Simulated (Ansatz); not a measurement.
The system is Pt.

```
CELL_PARAMETERS angstrom
2.76067 0.00000 0.00000
-1.38033 2.39081 0.00000
0.00000 0.00000 4.79213
ATOMIC_POSITIONS crystal
Pt 0.33333 0.66667 0.25000
Pt 0.66667 0.33333 0.75000
```

This isn't the form of Pt at room conditions, which is fcc.

* Program: Ansatz 0.2.0
* Task: single point
* Functional: PBE
* Potentials or basis: Ansatz PAW
* Cutoff: 420 eV (not typed: the program's choice for these potentials)
* k mesh: 11 × 11 × 6
* Occupations: fermi-dirac, width 0.05 eV
* Spin: no spin polarisation

On this cell: pressure -0.6 GPa; largest force under 0.003 eV/Å; band gap on the k mesh none (metal or under the smearing width).

The same run follows on a disturbed copy (atoms moved at random, drawn with an rms of 0.05 Å):

```xyz
2
Lattice="2.7607 0.0000 0.0000 -1.3803 2.3908 0.0000 0.0000 0.0000 4.7921" Properties=species:S:1:pos:R:3 pbc="T T T"
Pt   -0.0429    1.6448    1.2117
Pt    1.4132    0.7717    3.5624
```

Question: What changes?

Answer: The energy (extrapolated to zero smearing) moves by +3.0 meV/atom; pressure -0.3 GPa; largest force 0.455 eV/Å; band gap on the k mesh none (metal or under the smearing width).

Forces on the atoms (eV/Å):
```
Pt  -0.067  0.027 -0.449
Pt   0.067 -0.027  0.449
```

Stress tensor (GPa, compression positive):
```
-0.17  0.11 -0.15
 0.11  0.43  0.22
-0.15  0.22 -1.12
```
